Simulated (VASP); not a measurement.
**HfC: equation of state with PBE**

Crystal: HfC.

```
CELL_PARAMETERS angstrom
0.00000 2.32500 2.32500
2.32500 0.00000 2.32500
2.32500 2.32500 0.00000
ATOMIC_POSITIONS crystal
Hf 0.50000 0.50000 0.50000
C 0.00000 0.00000 0.00000
```

```
Program             : VASP 6.6.1
Task                : equation of state
Functional          : PBE
Potentials or basis : VASP PAW PBE potentials, release 64 (Hf_pv, C)
Cutoff              : 520 eV
k mesh              : 10 × 10 × 10
Occupations         : fermi-dirac, width 0.05 eV
Spin                : no spin polarisation
```

```yaml
Equilibrium_volume: 12.55 Å³/atom
Bulk_modulus: 239 GPa
Pressure_derivative_of_the_bulk_modulus: 4.0
```

Energy against volume, from the lowest point:
```
volume (Å³/atom)  energy (meV/atom)
          11.814              35.51
          12.065              14.83
          12.317               3.29
          12.568               0.00
          12.819               4.18
          13.071              15.12
          13.322              32.16
```

All runs of the series together: 110 s on 1 thread of Intel(R) Xeon(R) Platinum 8559C (Emerald Rapids) (shared host).

Spin-orbit coupling is left out, which matters for the levels of Hf.
